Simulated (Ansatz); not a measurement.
A run of Ansatz 0.2.0:

File input.yaml:

```yaml
crystal:
  lattice:
    - [3.6192, 0.0, 0.0]
    - [-1.8096, 3.0137684052, 0.0]
    - [0.0, 0.0, 5.59]
  atoms:
    - { symbol: Pb, position: [0.6666666667, 0.3333333333, 0.75] }
    - { symbol: Pb, position: [0.3333333333, 0.6666666667, 0.25] }
hamiltonian:
  xc: pbe
  pseudopotentials: { kind: paw }
kpoints:
  mp_grid: { grid: [9, 9, 5] }
scf:
  occupations: { method: fermi_dirac, width: 0.05 }
output:
  forces: true
  stress: true
  eigenvalues: true
relax:
  f_tol: 0.01
  max_steps: 40
```

Potentials or basis: Ansatz PAW.

Command:

```console
$ ansatz run input.yaml --threads 2 --pin off --max-ram 5632MiB --backend cpu --events-out ev --progress --plain --runs-dir out
```

Hardware: 2 threads of AMD EPYC 9R45 96-Core Processor (Zen 5), on a shared host.

Problem. Estimate the wall time of this run.

Solution. Wall time 2.2 s on 2 threads of AMD EPYC 9R45 96-Core Processor (Zen 5), on a shared host, peak memory 0.44 GiB. Counts: scf iterations 13, plane waves 1167, k points 75, bands 18, ion steps 3.
